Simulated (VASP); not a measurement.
Set up this calculation in VASP 6.6.1, as the native input.

| Property | Result |
| --- | --- |
| Task | relaxation of cell and atoms |
| Functional | PBEsol |
| Potentials or basis | VASP PAW PBE potentials, release 64 (Zn, Se) |
| Cutoff | 600 eV |
| k mesh | 8 × 8 × 8 |
| Occupations | gaussian, width 0.03 eV |
| Spin | no spin polarisation |
| Further INCAR settings | ALGO = Normal; EDIFF = 1e-07; IBRION = 2; EDIFFG = -0.005; NSW = 90; ISIF = 3 |

The structure of ZnSe (Stilleite) lies in POSCAR:

```
ZnSe                                    
1.0
   -0.0000000000      2.8206646089      2.8206646089
    2.8206646089      0.0000000000      2.8206646089
    2.8206646089      2.8206646089     -0.0000000000
  Zn              Se            
     1     1
Direct
     0.0000000000000000    0.0000000000000000    0.0000000000000000
     0.2500000000000000    0.2500000000000000    0.2500000000000000
```

One way to write it, as run:

INCAR

```
PREC = Accurate
ENCUT = 600
EDIFF = 1E-7
ISMEAR = 0
SIGMA = 0.03
LREAL = F
LASPH = T
NELM = 80
ALGO = Normal
ISIF = 3
LWAVE = F
LCHARG = F
GGA = PS
IBRION = 2
NSW = 90
EDIFFG = -0.005
KPAR = 4
```

KPOINTS

```
Automatic mesh
0
Gamma
  8 8 8
```

Potentials or basis: VASP PAW PBE potentials, release 64 (Zn, Se).

Launch:

```bash
$ cat potpaw_PBE.64/Zn/POTCAR potpaw_PBE.64/Se/POTCAR > POTCAR
$ mpirun -np 4 vasp_std > vasp.out
```

It gave:

The pressure after relaxing is 0.0 GPa. The band gap on the k mesh is 1.23 eV, direct.

Caveat: the relaxation stopped at its first step, so nothing moved; the PAW data sets were made with another functional, which shifts forces and pressure a little.

It took 4.1 s on 4 MPI ranks on Intel(R) Xeon(R) 6975P-C (Granite Rapids) (shared host), peak memory 0.18 GiB a rank.
